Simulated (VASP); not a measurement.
Set up this calculation in VASP 6.6.1, as the native input.

- Task: relaxation of cell and atoms
- Functional: LDA
- Potentials or basis: VASP PAW LDA potentials, release 64 (Nb_sv)
- Cutoff: 600 eV
- k mesh: 16 × 16 × 16
- Occupations: methfessel-paxton, width 0.1 eV
- Spin: no spin polarisation
- Further INCAR settings: ALGO = Normal; EDIFF = 1e-06; IBRION = 2; EDIFFG = -0.01; NSW = 90; ISIF = 3

The structure of Nb lies in POSCAR:

```
Nb
1.0
   -1.6639500000      1.6639500000      1.6639500000
    1.6639500000     -1.6639500000      1.6639500000
    1.6639500000      1.6639500000     -1.6639500000
Nb
1
Direct
    0.0000000000      0.0000000000      0.0000000000
```

The cell was built by a generator and needn't be a form met in nature.

These files were run (other wordings do the same):

INCAR

```
SYSTEM = Nb
  PREC = Accurate
  ENCUT = 600
  EDIFF = 1E-6
  ISMEAR = 1
  SIGMA = 0.1
  LREAL = .False.
  LASPH = .True.
  NELM = 80
  ALGO = Normal
  ISIF = 3
  LWAVE = .False.
  LCHARG = .False.
  IBRION = 2
  NSW = 90
  EDIFFG = -0.01
```

KPOINTS

```
Automatic mesh
0
Gamma
  16 16 16
  0 0 0
```

Potentials or basis: VASP PAW LDA potentials, release 64 (Nb_sv).

The run is started by

```sh
$ cat potpaw_LDA.64/Nb_sv/POTCAR > POTCAR
$ mpirun -np 1 vasp_std > vasp.out
```

It gave:

```json
{
 "Relaxed volume": "17.11 Å³/atom",
 "Relaxed cell": "a = 2.811 Å, b = 2.811 Å, c = 2.811 Å, α = 109.47°, β = 109.47°, γ = 109.47°",
 "Space group after relaxing (to 0.05 Å)": "Im-3m (No. 229)",
 "Energy gained by relaxing": "55.5 meV/atom",
 "Ionic steps": "7",
 "Pressure after relaxing": "0.0 GPa",
 "Band gap on the k mesh": "none (metal or under the smearing width)"
}
```

Wall time 52 s on 1 thread of Intel(R) Xeon(R) Platinum 8488C (Sapphire Rapids), on a shared host, peak memory 0.16 GiB.
